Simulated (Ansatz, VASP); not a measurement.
## Pd in VASP and in Ansatz

Contents of INCAR:

```
  PREC = Accurate
  ENCUT = 600
  EDIFF = 1E-7
  ISMEAR = -1
  SIGMA = 0.1
  LREAL = False
  LASPH = True
  NELM = 60
  ALGO = Normal
  ISIF = 3
  LWAVE = False
  LCHARG = False
  GGA = B5
  ALDAX = 1.0
  AGGAX = 1.0
  AGGAC = 1.0
  ALDAC = 0.0
  IBRION = 2
  NSW = 80
  EDIFFG = -0.01
```

Contents of KPOINTS:

```
regular mesh
0
Gamma
  14 14 14
```

The input POSCAR:

```
Pd
1.0
   -1.5436681530      1.5436681530      1.5436681530
    1.5436681530     -1.5436681530      1.5436681530
    1.5436681530      1.5436681530     -1.5436681530
Pd
1
Direct
    0.0000000000      0.0000000000      0.0000000000
```

Input for Ansatz:

```yaml
crystal:
  lattice:
    - [-1.543668153, 1.543668153, 1.543668153]
    - [1.543668153, -1.543668153, 1.543668153]
    - [1.543668153, 1.543668153, -1.543668153]
  atoms:
    - { symbol: Pd, position: [0.0, 0.0, 0.0] }
hamiltonian:
  xc: blyp
  pseudopotentials:
    kind: paw
    azcp:
      Pd: "pseudopotentials/Pd.paw.azcp"
basis:
  ecutwfc: 420
  fft_grid_basis: typed
kpoints:
  mp_grid: { grid: [14, 14, 14], shift: [0, 0, 0] }
magnetization:
  spin_polarized: false
scf:
  occupations: { method: fermi_dirac, width: 0.1 }
relax:
  max_steps: 60
  f_tol: 0.01
  cell: {}
```

The cell was built by a generator and needn't be a form met in nature.

Alike in both runs: task relaxation of cell and atoms; functional BLYP; k mesh 14 × 14 × 14; occupations fermi-dirac, width 0.1 eV; no spin polarisation.

|  | VASP | Ansatz |
| --- | --- | --- |
| version | VASP 6.6.1 | Ansatz 0.2.0 |
| potentials or method | VASP PAW PBE potentials, release 64 (Pd) | plane waves (420 eV) with PAW, scalar-relativistic |
| plane-wave cutoff (eV) | 600 | 420 |
| valence electrons in the cell | 10 | 18 |

Ansatz gave:

* relaxed volume (Å³/atom): 16.50
* relaxed cell length with the largest relative difference (Å): 2.778
* energy change over the relaxation (meV/atom): -101

Q: Estimate VASP's values.

A: Relaxed volume (Å³/atom): 16.52; relaxed cell length with the largest relative difference (Å): 2.779; energy change over the relaxation (meV/atom): -105.

The two sets of potentials don't hold the same shells in valence.

Caveats: the PAW data sets were made with another functional, which shifts forces and pressure a little (VASP).
